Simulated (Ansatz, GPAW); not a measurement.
# Ballistic transport through a Pb chain with one O atom in line, from relaxation to T(E), part 3 of 4

Aim: the conductance of a Pb chain with one O atom in line after relaxation, and whether geometry, basis or functional moves it most.

GPAW 26.7.0 and Ansatz 0.2.0; Ansatz plane waves; relaxation of the junction with the lead ends held (the session's first sound run).

So far, transmission at the Fermi level (one spin): step 3 (plane-wave reference (PBE)) 0.743. Also conductance of the perfect lead (G₀): step 3 3.00.

## (4) Double-zeta polarised basis

Localised orbitals split the wire into layers that couple to their neighbours alone, which is what the Green's function method needs; double zeta with polarisation is the usual level for numbers.

This step: GPAW LCAO, PAW setups; Landauer transmission from Green's functions with principal layers (ASE), zero bias (GPAW 26.7.0).

The input, run.py:

```python
import json
import numpy as np
from ase import Atoms
from ase.transport.calculators import TransportCalculator
from gpaw import GPAW, FermiDirac
from gpaw.lcao.tools import get_lcao_hamiltonian
from scipy.linalg import eigh

# The junction with lead layers at both ends, along the third cell vector
device = Atoms(
    ['Pb', 'Pb', 'Pb', 'Pb', 'Pb', 'Pb', 'O', 'Pb', 'Pb', 'Pb', 'Pb', 'Pb', 'Pb'],
    positions=[
        [4.50000, 4.50000, 1.45000],
        [4.50000, 4.50000, 4.35000],
        [4.50000, 4.50000, 7.25000],
        [4.50000, 4.50000, 10.15000],
        [4.75726, 3.73812, 12.95226],
        [4.27180, 5.33636, 15.71051],
        [4.63364, 4.31706, 17.55756],
        [5.00336, 3.53525, 19.48628],
        [4.72700, 4.10662, 22.78360],
        [4.50000, 4.50000, 25.67020],
        [4.50000, 4.50000, 28.57020],
        [4.50000, 4.50000, 31.47020],
        [4.50000, 4.50000, 34.37020]],
    cell=[[9.0, 0.0, 0.0], [0.0, 9.0, 0.0], [0.0, 0.0, 35.8202]],
    pbc=True)

# One principal layer of the lead: the first 3 atoms of the device
lead = Atoms(
    ['Pb', 'Pb', 'Pb'],
    positions=[
        [4.50000, 4.50000, 1.45000],
        [4.50000, 4.50000, 4.35000],
        [4.50000, 4.50000, 7.25000]],
    cell=[[9.0, 0.0, 0.0], [0.0, 9.0, 0.0], [0.0, 0.0, 8.7]],
    pbc=True)

settings = dict(mode='lcao', basis='dzp', xc='PBE', h=0.18,
                occupations=FermiDirac(0.1), maxiter=250,
                mixer=dict(beta=0.1, nmaxold=8, weight=100.0),
                convergence=dict(density=0.0001))
energies = np.arange(-2, 2 + 1e-9, 0.025)
eta = 0.0001
n1, n2 = 1, 1
# k and -k transmit alike, so half of the mesh across the current serves
mesh = [(i, j) for i in range(n1) for j in range(n2) if (i, j) <= (-i % n1, -j % n2)]
weights = np.array([1 if (i, j) == (-i % n1, -j % n2) else 2 for i, j in mesh]) / (n1 * n2)

# [... helper functions left out ...]
fermi_lead = ground_state(lead, (1, 1, 13), 'lead.txt')
fermi_device = ground_state(device, (1, 1, 2), 'device.txt')
# [... loop over the mesh left out, but for ...]
        # Shift the lead onto the potential of the device's first layer
        shift = ((H[:, 0, 0] - H0[:, 0, 0]) / S0[0, 0]).real.mean()
# [...]
kT = 8.617333e-5 * 300
bias = [0.1, 0.2, 0.5, 1.0, 1.5, 2.0]
# [... integrals and printing left out ...]
```

Started as:

```bash
$ OMP_NUM_THREADS=1 OPENBLAS_NUM_THREADS=1 python run.py
```

Numbers of over 12 decimals in the logs are rounded to 6 here.

The log of the run:

```text
basis functions: device 289, principal layer 69
Fermi level: lead -2.5491 eV, device -2.3849 eV; lead shifted by 0.0122 eV
largest coupling past the next layer 2.76e-08 eV, largest misfit of the first layer 0.046 eV
  E-E_F (eV)   T (one spin)  [channel counts left out]
    -2.000    2.5872e-02
    -1.975    2.6654e-02
    -1.950    2.7402e-02
    -1.925    2.8120e-02
    -1.900    2.8814e-02
    -1.875    2.9488e-02
    -1.850    3.0146e-02
    -1.825    3.0792e-02
    -1.800    3.1431e-02
    -1.775    3.2066e-02
    -1.750    3.2702e-02
    -1.725    3.3342e-02
    -1.700    3.3991e-02
    -1.675    3.4653e-02
    -1.650    3.5331e-02
    -1.625    3.6031e-02
[...]
1.825    6.9319e-01
     1.850    6.9544e-01
     1.875    6.9810e-01
     1.900    7.0114e-01
     1.925    7.0457e-01
     1.950    7.0839e-01
     1.975    7.1258e-01
     2.000    7.1716e-01
conductance at 300 K: 0.89199 G0 a cell; thermopower -6.469 uV/K
current from the zero-bias T(E) at 0.1 V: 6.9041 uA
current from the zero-bias T(E) at 0.2 V: 13.767 uA
current from the zero-bias T(E) at 0.5 V: 33.811 uA
current from the zero-bias T(E) at 1.0 V: 65.86 uA
current from the zero-bias T(E) at 1.5 V: 99.557 uA
current from the zero-bias T(E) at 2.0 V: 127.45 uA
```

Wall time 1.8 min (1 thread of Intel Xeon Platinum 8559C (Emerald Rapids), shared host); peak memory 1.7 GiB.

Numbers from this step:

```
conductance                                    : 0.8920 G₀
thermopower                                    : -6.469 μV/K
largest coupling past the next principal layer : 2.76e-8 eV
largest misfit of the first principal layer    : 0.04602 eV
shift that aligns the lead                     : 0.01216 eV
basis functions of the junction                : 289
basis functions of a principal layer           : 69
transmission at the Fermi level (one spin)     : 0.8946
```

One spin. Table of transmission, zone mean by energy, zero at the Fermi level:

energy (eV), transmission, zone mean and a bar:
```
   -2.000       0.03 
   -1.800       0.03 
   -1.600       0.04 
   -1.400       0.04 
   -1.200       0.06 #
   -1.000       0.09 #
   -0.800       0.20 ####
   -0.675       0.58 #############
   -0.600       0.43 #########
   -0.400       0.47 ##########
   -0.200       0.69 ###############
    0.000       0.89 ####################
    0.200       1.02 #######################
    0.400       1.17 ##########################
    0.600       1.30 #############################
    0.750       1.34 ##############################
    0.800       1.34 ##############################
    1.000       1.17 ##########################
    1.200       0.91 ####################
    1.400       0.75 ################
    1.600       0.69 ###############
    1.800       0.69 ###############
    2.000       0.72 ################
```

Not self-consistent under bias; the bias window is split evenly. Current through one cell, from the zero-bias transmission against bias:

| bias (V) | current through one cell, from the zero-bias transmission (μA) |
| --- | --- |
| 0.100 | 6.90 |
| 0.200 | 13.8 |
| 0.500 | 33.8 |
| 1.000 | 65.9 |
| 1.500 | 99.6 |
| 2.000 | 127 |

The transmission of the three most open eigenchannels by energy, zero at the Fermi level:

| energy (eV) | channel 1 | channel 2 | channel 3 |
| --- | --- | --- | --- |
| -2.000 | 0.0259 | 0 | 0 |
| -1.900 | 0.0288 | 0 | 0 |
| -1.800 | 0.0314 | 0 | 0 |
| -1.700 | 0.0340 | 0 | 0 |
| -1.600 | 0.0368 | 0 | 0 |
| -1.500 | 0.0400 | 0 | 0 |
| -1.400 | 0.0441 | 0 | 0 |
| -1.300 | 0.0496 | 0 | 0 |
| -1.200 | 0.0574 | 0 | 0 |
| -1.100 | 0.0691 | 0 | 0 |
| -1.000 | 0.0879 | 0 | 0 |
| -0.900 | 0.122 | 0 | 0 |
| -0.800 | 0.199 | 0 | 0 |
| -0.700 | 0.529 | 1.3e-9 | 6.5e-10 |
| -0.600 | 0.404 | 0.0230 | 0.00319 |
| -0.500 | 0.365 | 0.0539 | 0.00579 |
| -0.400 | 0.347 | 0.115 | 0.00974 |
| -0.300 | 0.335 | 0.215 | 0.0156 |
| -0.200 | 0.339 | 0.326 | 0.0235 |
| -0.100 | 0.454 | 0.317 | 0.0333 |
| 0.000 | 0.542 | 0.308 | 0.0444 |
| 0.100 | 0.607 | 0.299 | 0.0566 |
| 0.200 | 0.662 | 0.291 | 0.0695 |
| 0.300 | 0.718 | 0.289 | 0.0827 |
| 0.400 | 0.774 | 0.296 | 0.0948 |
| 0.500 | 0.822 | 0.316 | 0.104 |
| 0.600 | 0.848 | 0.348 | 0.108 |
| 0.700 | 0.844 | 0.389 | 0.108 |
| 0.800 | 0.803 | 0.430 | 0.103 |
| 0.900 | 0.718 | 0.465 | 0.0951 |
| 1.000 | 0.592 | 0.492 | 0.0848 |
| 1.100 | 0.514 | 0.446 | 0.0732 |
| 1.200 | 0.531 | 0.316 | 0.0613 |
| 1.300 | 0.548 | 0.216 | 0.0499 |
| 1.400 | 0.566 | 0.145 | 0.0399 |
| 1.500 | 0.584 | 0.0980 | 0.0314 |
| 1.600 | 0.604 | 0.0665 | 0.0245 |
| 1.700 | 0.624 | 0.0454 | 0.0191 |
| 1.800 | 0.645 | 0.0312 | 0.0149 |
| 1.900 | 0.668 | 0.0215 | 0.0116 |
| 2.000 | 0.693 | 0.0149 | 0.00903 |

At the Fermi level T is 0.895 against 0.743 in plane waves. Couplings past the next layer reach 2.8e-8 eV, small enough to drop; the matrix elements of the cell's first layer differ from the bulk lead's by up to 0.046 eV. That layer keeps its own values in the calculation, and only beyond it is the lead taken as perfect. The Fermi levels of lead and junction count from different zeros of potential, one for each periodic cell; with both set to zero, the small remaining shift is what aligns them. Without spin-orbit coupling, which is large for these atoms, channel counts and T are those of the scalar-relativistic bands. By hand: G = 0.8920 × 77.48 μS = 69.1 μS, a resistance of 14.5 kΩ; at 0.1 V a linear junction would pass 6.91 μA, and the integral over the bias window gives 6.90 μA. Mott's formula, S = -(π²/3)(k_B²T/e) d ln T/dE, has the prefactor 7.33 μV/K·eV at 300 K; T = 0.8746 at -0.025 eV and 0.9131 at 0.025 eV give a slope of 0.861 per eV and S = -6.31 μV/K, beside -6.47 μV/K from the thermal integral, which interpolates the same grid.

## (5) Single-zeta polarised basis

One radial function a shell plus polarisation makes the matrices smaller; the question is what that costs.

run.py: that of step 4 with these lines changed.

```diff
@@ -38,3 +38,3 @@
 
-settings = dict(mode='lcao', basis='dzp', xc='PBE', h=0.18,
+settings = dict(mode='lcao', basis='szp(dzp)', xc='PBE', h=0.18,
                 occupations=FermiDirac(0.1), maxiter=250,
```

The log of the run:

```text
basis functions: device 177, principal layer 42
Fermi level: lead -2.7188 eV, device -2.4941 eV; lead shifted by 0.0149 eV
largest coupling past the next layer 2.75e-08 eV, largest misfit of the first layer 0.048 eV
  E-E_F (eV)   T (one spin)  channels
    -2.000    2.9469e-02    1.0000
    -1.975    3.0564e-02    1.0000
    -1.950    3.1606e-02    1.0000
[...]
1.975    6.6111e-01    3.0000
     2.000    6.6280e-01    3.0000
conductance at 300 K: 1.0789 G0 a cell; thermopower -5.611 uV/K
current from the zero-bias T(E) at 0.1 V: 8.3524 uA
current from the zero-bias T(E) at 0.2 V: 16.664 uA
current from the zero-bias T(E) at 0.5 V: 40.993 uA
current from the zero-bias T(E) at 1.0 V: 79.349 uA
current from the zero-bias T(E) at 1.5 V: 118.54 uA
current from the zero-bias T(E) at 2.0 V: 151.52 uA
```

It took 91 s on 1 thread; peak memory 1.7 GiB.

Numbers from this step:

- conductance: 1.079 G₀
- thermopower: -5.611 μV/K
- largest coupling past the next principal layer: 2.75e-8 eV
- largest misfit of the first principal layer: 0.04783 eV
- shift that aligns the lead: 0.01492 eV
- basis functions of the junction: 177
- basis functions of a principal layer: 42
- transmission at the Fermi level (one spin): 1.081

One spin. Table of transmission, zone mean by energy, zero at the Fermi level:

| energy (eV) | transmission, zone mean |
| --- | --- |
| -2.000 | 0.0295 |
| -1.800 | 0.0371 |
| -1.600 | 0.0442 |
| -1.400 | 0.0536 |
| -1.200 | 0.0701 |
| -1.000 | 0.107 |
| -0.800 | 0.232 |
| -0.675 | 0.749 |
| -0.600 | 0.512 |
| -0.400 | 0.581 |
| -0.200 | 0.859 |
| 0.000 | 1.08 |
| 0.200 | 1.22 |
| 0.400 | 1.37 |
| 0.600 | 1.51 |
| 0.775 | 1.56 |
| 0.800 | 1.55 |
| 1.000 | 1.43 |
| 1.200 | 1.11 |
| 1.400 | 0.838 |
| 1.600 | 0.710 |
| 1.800 | 0.664 |
| 2.000 | 0.663 |

The conductance, 1.08 G₀, lies 21 % above that of the dzp run.

## (6) Minimal basis

The minimal basis is the cheapest rung: no second zeta and no polarisation.

run.py: that of step 5 with these lines changed.

```diff
@@ -38,3 +38,3 @@
 
-settings = dict(mode='lcao', basis='szp(dzp)', xc='PBE', h=0.18,
+settings = dict(mode='lcao', basis='sz(dzp)', xc='PBE', h=0.18,
                 occupations=FermiDirac(0.1), maxiter=250,
```

The log of the run:

```text
basis functions: device 112, principal layer 27
Fermi level: lead -2.6065 eV, device -2.3718 eV; lead shifted by 0.0219 eV
largest coupling past the next layer 2.77e-08 eV, largest misfit of the first layer 0.051 eV
  E-E_F (eV)   T (one spin)  channels
    -2.000    3.7554e-02    1.0000
    -1.975    3.8734e-02    1.0000
    -1.950    3.9866e-02    1.0000
[...]
1.975    5.9144e-01    3.0000
     2.000    5.9098e-01    3.0000
conductance at 300 K: 1.1959 G0 a cell; thermopower -5.405 uV/K
current from the zero-bias T(E) at 0.1 V: 9.2583 uA
current from the zero-bias T(E) at 0.2 V: 18.472 uA
current from the zero-bias T(E) at 0.5 V: 45.476 uA
current from the zero-bias T(E) at 1.0 V: 87.785 uA
current from the zero-bias T(E) at 1.5 V: 129.48 uA
current from the zero-bias T(E) at 2.0 V: 165.18 uA
```

Wall time 73 s (1 thread); peak memory 1.6 GiB.

This step gave:

```yaml
conductance: 1.196 G₀
thermopower: -5.405 μV/K
largest_coupling_past_the_next_principal_layer: 2.77e-8 eV
largest_misfit_of_the_first_principal_layer: 0.05145 eV
shift_that_aligns_the_lead: 0.02186 eV
basis_functions_of_the_junction: 112
basis_functions_of_a_principal_layer: 27
transmission_at_the_fermi_level_one_spin: 1.199
```

One spin. Transmission, zone mean against energy, zero at the Fermi level:

| energy (eV) | transmission, zone mean |
| --- | --- |
| -2.000 | 0.0376 |
| -1.800 | 0.0460 |
| -1.600 | 0.0543 |
| -1.400 | 0.0655 |
| -1.200 | 0.0856 |
| -1.000 | 0.131 |
| -0.800 | 0.305 |
| -0.700 | 0.701 |
| -0.600 | 0.551 |
| -0.400 | 0.691 |
| -0.200 | 0.971 |
| 0.000 | 1.20 |
| 0.200 | 1.34 |
| 0.400 | 1.47 |
| 0.600 | 1.58 |
| 0.800 | 1.63 |
| 1.000 | 1.53 |
| 1.200 | 1.19 |
| 1.400 | 0.847 |
| 1.600 | 0.677 |
| 1.800 | 0.609 |
| 2.000 | 0.591 |

The conductance, 1.20 G₀, lies 34 % above that of the dzp run.

## (7) LDA in the dzp basis: xc = "LDA"

Back in the dzp basis, the functional changes from PBE to LDA, to set the spread between functionals beside that between bases.

run.py: that of step 6 with these lines changed.

```diff
@@ -38,3 +38,3 @@
 
-settings = dict(mode='lcao', basis='sz(dzp)', xc='PBE', h=0.18,
+settings = dict(mode='lcao', basis='dzp', xc='LDA', h=0.18,
                 occupations=FermiDirac(0.1), maxiter=250,
```

The log of the run:

```text
basis functions: device 289, principal layer 69
Fermi level: lead -2.8322 eV, device -2.6706 eV; lead shifted by 0.0091 eV
largest coupling past the next layer 2.83e-08 eV, largest misfit of the first layer 0.046 eV
  E-E_F (eV)   T (one spin)  [channel counts left out]
    -2.000    2.5430e-02
    -1.975    2.6145e-02
    -1.950    2.6831e-02
[...]
1.975    7.3390e-01
     2.000    7.3845e-01
conductance at 300 K: 0.94261 G0 a cell; thermopower -6.465 uV/K
current from the zero-bias T(E) at 0.1 V: 7.2956 uA
current from the zero-bias T(E) at 0.2 V: 14.546 uA
current from the zero-bias T(E) at 0.5 V: 35.682 uA
current from the zero-bias T(E) at 1.0 V: 69.187 uA
current from the zero-bias T(E) at 1.5 V: 104.15 uA
current from the zero-bias T(E) at 2.0 V: 133.22 uA
```

Run time: 92 s. Hardware: 1 thread; peak memory 1.7 GiB.

This step gave:

```yaml
conductance: 0.9426 G₀
thermopower: -6.465 μV/K
largest_coupling_past_the_next_principal_layer: 2.83e-8 eV
largest_misfit_of_the_first_principal_layer: 0.04559 eV
shift_that_aligns_the_lead: 0.009082 eV
basis_functions_of_the_junction: 289
basis_functions_of_a_principal_layer: 69
transmission_at_the_fermi_level_one_spin: 0.9454
```

One spin. Table of transmission, zone mean by energy, zero at the Fermi level:

| energy (eV) | transmission, zone mean |
| --- | --- |
| -2.000 | 0.0254 |
| -1.900 | 0.0281 |
| -1.800 | 0.0306 |
| -1.700 | 0.0331 |
| -1.600 | 0.0359 |
| -1.500 | 0.0392 |
| -1.400 | 0.0435 |
| -1.300 | 0.0492 |
| -1.200 | 0.0574 |
| -1.100 | 0.0696 |
| -1.000 | 0.0894 |
| -0.900 | 0.125 |
| -0.800 | 0.206 |
| -0.700 | 0.527 |
| -0.675 | 0.614 |
| -0.600 | 0.438 |
| -0.500 | 0.432 |
| -0.400 | 0.484 |
| -0.300 | 0.588 |
| -0.200 | 0.723 |
| -0.100 | 0.850 |
| 0.000 | 0.945 |
| 0.100 | 1.02 |
| 0.200 | 1.08 |
| 0.300 | 1.15 |
| 0.400 | 1.23 |
| 0.500 | 1.30 |
| 0.600 | 1.36 |
| 0.700 | 1.39 |
| 0.750 | 1.40 |
| 0.800 | 1.39 |
| 0.900 | 1.34 |
| 1.000 | 1.23 |
| 1.100 | 1.09 |
| 1.200 | 0.956 |
| 1.300 | 0.853 |
| 1.400 | 0.784 |
| 1.500 | 0.742 |
| 1.600 | 0.721 |
| 1.700 | 0.712 |
| 1.800 | 0.714 |
| 1.900 | 0.723 |
| 2.000 | 0.738 |

The conductance, 0.943 G₀, lies 5.7 % above that of the dzp run.

## (8) The structure as built: geometry = "as built"

The dzp basis with PBE on the structure as first built shows what the relaxation was worth.

run.py: that of step 7 with these lines changed.

```diff
@@ -16,7 +16,7 @@
         [4.50000, 4.50000, 10.15000],
-        [4.75726, 3.73812, 12.95226],
-        [4.27180, 5.33636, 15.71051],
-        [4.63364, 4.31706, 17.55756],
-        [5.00336, 3.53525, 19.48628],
-        [4.72700, 4.10662, 22.78360],
+        [4.50000, 4.50000, 13.05000],
+        [4.50000, 4.50000, 15.95000],
+        [4.50000, 4.50000, 17.91010],
+        [4.50000, 4.50000, 19.87020],
+        [4.50000, 4.50000, 22.77020],
         [4.50000, 4.50000, 25.67020],
@@ -38,3 +38,3 @@
 
-settings = dict(mode='lcao', basis='dzp', xc='LDA', h=0.18,
+settings = dict(mode='lcao', basis='dzp', xc='PBE', h=0.18,
                 occupations=FermiDirac(0.1), maxiter=250,
```

The log of the run:

```text
basis functions: device 289, principal layer 69
Fermi level: lead -2.5491 eV, device -2.4525 eV; lead shifted by 0.0064 eV
largest coupling past the next layer 2.76e-08 eV, largest misfit of the first layer 0.023 eV
  E-E_F (eV)   T (one spin)  [channel counts left out]
    -2.000    1.4467e-01
    -1.975    1.5119e-01
    -1.950    1.5756e-01
[...]
1.975    8.6923e-01
     2.000    8.6142e-01
conductance at 300 K: 1.5225 G0 a cell; thermopower 0.2834 uV/K
current from the zero-bias T(E) at 0.1 V: 11.782 uA
current from the zero-bias T(E) at 0.2 V: 23.477 uA
current from the zero-bias T(E) at 0.5 V: 57.317 uA
current from the zero-bias T(E) at 1.0 V: 107.27 uA
current from the zero-bias T(E) at 1.5 V: 144.75 uA
current from the zero-bias T(E) at 2.0 V: 174.12 uA
```

Run time: 94 s. Hardware: 1 thread; peak memory 1.7 GiB.

This step gave:

```yaml
conductance: 1.523 G₀
largest_coupling_past_the_next_principal_layer: 2.76e-8 eV
largest_misfit_of_the_first_principal_layer: 0.02331 eV
shift_that_aligns_the_lead: 0.006397 eV
transmission_at_the_fermi_level_one_spin: 1.528
```

The conductance, 1.52 G₀, lies 71 % above that of the dzp run.

## (9) All levels side by side

Times are wall times on the hardware named with each run. The series side by side:

| no. | run | conductance (G₀) | time | memory (GiB) |
| --- | --- | --- | --- | --- |
| 1 | pw PBE | 0.7404 | 54 s | 3.6 |
| 2 | dzp | 0.8920 | 1.8 min | 1.7 |
| 3 | szp | 1.079 | 91 s | 1.7 |
| 4 | sz | 1.196 | 73 s | 1.6 |
| 5 | dzp LDA | 0.9426 | 92 s | 1.7 |
| 6 | asbuilt | 1.523 | 94 s | 1.7 |

## (10) Comparison

The curves are compared point by point over the common energies.

This step: comparison of transmission and cost over codes, levels and geometry (GPAW 26.7.0).

Ladder, by row:

| step | code | T at the Fermi level (sum over the listed spins) | conductance (G0) | r.m.s. T(E) from the first | wall time (s) | peak memory (GiB) | threads |
| --- | --- | --- | --- | --- | --- | --- | --- |
| pw-pbe | Ansatz | 0.7425 | 0.7404 | 0 | 54.48 | 3.561 | 4 |
| dzp | GPAW | 0.8946 | 0.892 | 0.1125 | 105.6 | 1.72 | 1 |
| szp | GPAW | 1.081 | 1.079 | 0.2462 | 90.62 | 1.68 | 1 |
| sz | GPAW | 1.199 | 1.196 | 0.3125 | 72.64 | 1.57 | 1 |
| dzp-LDA | GPAW | 0.9454 | 0.9426 | 0.1446 | 91.65 | 1.72 | 1 |
| asbuilt | GPAW | 1.528 | 1.523 | 0.4048 | 93.84 | 1.72 | 1 |

(Part 3 of 4 ends here.)

[Logs are printed without paths, hosts, clocks, repeated set-up lines and the standing remarks that a program may print on its own settings, such as how far it seeks lower states.]

[Hosts, paths, dates, database ids (printed as entryN), source tags and the programs' standing remarks are cut or masked in the printed files.]
